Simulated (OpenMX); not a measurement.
As under changes of volume

One of the cells (21.530 Å³/atom); the others are scaled copies at fixed shape and fractional positions:

```
As
1.0
     1.88080    1.08588    3.51406
    -1.88080    1.08588    3.51406
     0.00000   -2.17176    3.51406
As
2
Direct
  0.22600 0.22600 0.22600
  0.77400 0.77400 0.77400
```

| Property | Result |
| --- | --- |
| Program | OpenMX 3.8.5 |
| Functional | PBE |
| Potentials or basis | OpenMX 2013 PBE set, As7.0-s3p2d1, fixed grid of 42 × 42 × 42 points |
| k mesh | 9 × 9 × 9 |
| Occupations | fermi-dirac, width 0.05 eV |
| Spin | no spin polarisation |

```csv
volume (Å³/atom),energy over the lowest point (meV/atom),largest force (eV/Å)
20.239,178.91,2.356
20.669,?,?
21.100,97.20,1.834
21.530,65.39,1.659
21.961,38.81,1.369
22.392,17.20,1.211
22.822,0.00,1.082
```

Problem. What does the run at 20.669 Å³/atom give?

Solution. Energy over the lowest point 134.77 meV/atom; largest force 2.033 eV/Å.

Worked out: A Birch-Murnaghan fit of order 3 (a polynomial in V^(-2/3)) to the other rows has no minimum within the range. It gives 134.91 meV/atom at 20.669 Å³/atom, against the run's 134.77.

Energies are extrapolated to zero smearing.

Caveats: the basis has few d functions beyond the semicore shells, which can make volumes several per cent too large; the basis of atomic orbitals isn't converged, which shifts pressures, moduli and gaps; forces of over 1 eV/Å show positions far from the minimum, so gaps and moduli don't describe the material at rest.
